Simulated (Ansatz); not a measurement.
# CuO: the cost of one run

Program: Ansatz 0.2.0. Level of theory: DFT PBEsol+U (U_eff = 1 eV on Cu d), plane waves, PAW. These are calculated values, not measurements.

1 further run of the same task is left out (it didn't finish).

### 1 The structure to begin with

Symmetry: Cc, No. 9, monoclinic system. The conventional cell has a = 4.689 Å, b = 3.427 Å, c = 5.132 Å, α = 90.00°, β = 99.65°, γ = 90.00°. Cu (site symmetry 1) has 4 O at 1.91 to 2.02 Å as nearest neighbours. O (site symmetry 1) is surrounded by 4 Cu at 1.91 to 2.02 Å.

Coordinates:

```
CELL_PARAMETERS angstrom
2.34465 -1.71340 0.00000
2.34465 1.71340 0.00000
-0.86055 0.00000 5.05944
ATOMIC_POSITIONS crystal
Cu 0.00320 0.49680 0.00000
Cu 0.49680 0.00320 0.50000
O 0.57140 0.40560 0.25370
O 0.40560 0.57140 0.75370
```

An earlier series on this cell reached its lowest free state from «ferrimagnetic site moments held at first, then free», perhaps among other starts.

### 2 Antiferromagnetic start, free

File input.yaml:

```yaml
crystal:
  lattice:
    - [2.34464976, -1.71339982, 0.0]
    - [2.34464976, 1.71339982, 0.0]
    - [-0.86054991, 0.0, 5.05943948]
  atoms:
    - { symbol: Cu, position: [0.0032, 0.4968, 0.0], spin: 1.0 }
    - { symbol: Cu, position: [0.4968, 0.0032, 0.5], spin: -1.0 }
    - { symbol: O, position: [0.5714, 0.4056, 0.2537] }
    - { symbol: O, position: [0.4056, 0.5714, 0.7537] }
basis:
  ecutwfc: 420
  ecutrho_ratio: 4
kpoints:
  mp_grid: { grid: [7, 7, 4] }
hamiltonian:
  xc: pbesol
  hubbard:
    sites:
      - { site: 0, l: d, u_eff: 1.0, starting_ns: [{ spin: up, occupation_matrix: s0up }, { spin: down, occupation_matrix: s0down }] }
      - { site: 1, l: d, u_eff: 1.0, starting_ns: [{ spin: up, occupation_matrix: s1up }, { spin: down, occupation_matrix: s1down }] }
    occupation_matrices:
      s0up:
        matrix:
          - [0.97, 0.0, 0.0, 0.0, 0.0]
          - [0.0, 0.97, 0.0, 0.0, 0.0]
          - [0.0, 0.0, 0.97, 0.0, 0.0]
          - [0.0, 0.0, 0.0, 0.97, 0.0]
          - [0.0, 0.0, 0.0, 0.0, 0.97]
      s0down:
        matrix:
          - [0.96981, 0.01033, -0.00763, 0.00323, 0.00118]
          - [0.01033, 0.39667, 0.42354, -0.1793, -0.06567]
          - [-0.00763, 0.42354, 0.65711, 0.13246, 0.04851]
          - [0.00323, -0.1793, 0.13246, 0.91392, -0.02054]
          - [0.00118, -0.06567, 0.04851, -0.02054, 0.96248]
      s1up:
        matrix:
          - [0.96981, 0.01033, 0.00763, 0.00323, -0.00118]
          - [0.01033, 0.39667, -0.42354, -0.1793, 0.06567]
          - [0.00763, -0.42354, 0.65711, -0.13246, 0.04851]
          - [0.00323, -0.1793, -0.13246, 0.91392, 0.02054]
          - [-0.00118, 0.06567, 0.04851, 0.02054, 0.96248]
      s1down:
        matrix:
          - [0.97, 0.0, 0.0, 0.0, 0.0]
          - [0.0, 0.97, 0.0, 0.0, 0.0]
          - [0.0, 0.0, 0.97, 0.0, 0.0]
          - [0.0, 0.0, 0.0, 0.97, 0.0]
          - [0.0, 0.0, 0.0, 0.0, 0.97]
    ns_hold: { iters: 8 }
scf:
  occupations: { method: gaussian, width: 0.05 }
  lower_state_search: "off"
  max_iter: 150
output:
  forces: true
  stress: true
  eigenvalues: true
  populations: true
  hubbard: { sites: [{ site: 0, l: d }, { site: 1, l: d }] }
  write_density: true
  write_potential: true
  elf: true
  volumetric_format: npy
magnetization:
  spin_polarized: true
```

The typed matrices put 0.97 on the chosen orbitals and 0.02 on the others, and are held for 8 cycles.

Launch:

```
$ ansatz run input.yaml --threads 2 --pin off --max-ram 3072MiB --backend cpu --events-out ev --progress --plain --runs-dir out
```

What time and memory should one allow on 2 threads of Arm Neoverse V1, shared host?

About 47 s, with a peak of 0.51 GiB.
